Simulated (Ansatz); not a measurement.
# Review of an SCF result for FeGe

FeGe is taken as a test cell of our own (not relaxed), 2 atoms in the cell.

Level of theory: DFT, r2SCAN, norm-conserving potentials, plane waves, scalar-relativistic in Ansatz development build ahead of 0.2.0.

```yaml
crystal:
  lattice:
    - [3.010139372568, 0.0, 0.0]
    - [0.0, 3.010139372568, 0.0]
    - [0.0, 0.0, 3.010139372568]
  atoms:
    - { symbol: Fe, position: [0.0, 0.0, 0.0], spin: 4.0 }
    - { symbol: Ge, position: [0.46334402, 0.4507515, 0.45352889], spin: 0.0 }
kpoints:
  mp_grid: { grid: [3, 3, 3], shift: [0, 0, 0] }
hamiltonian:
  xc: r2scan
  dispersion: none
  pseudopotentials: { kind: nc }
scf:
  occupations: { method: gaussian, width: "0.05 eV" }
magnetization:
  spin_polarized: true
```

Settings in force: cutoff 1225 eV, smearing width 0.05 eV; default search for lower states.

The run converged after 32 iterations in all: spin-polarised, site moments Fe1 2.00 μB, total 1.93 μB per cell.

The mesh is coarse, so energy differences (and at times their sign) aren't converged.

With one magnetic atom in the cell its copies can only be parallel; orders in a larger cell may lie lower.

Site moments are taken inside atomic spheres and don't add up to the total.

Task: The run converged. Is this the lowest state of the cell, and if not, what lies lower and how is it reached?

Result: No lower state turned up: it is the lowest of 2 states reached by 2 converged runs, and the next lies 2.4 meV/atom higher (spin-polarised, site moments Fe1 1.95 μB, total 1.93 μB per cell (the moments match the lowest state's, so the two differ in another way, such as which orbitals are filled)). That doesn't prove a ground state. States within about 5 meV/atom are too close for this mesh, smearing and search to settle their order. Only collinear orders within this cell were tried; the true ground state may need a larger cell. No run without spin polarisation was made.
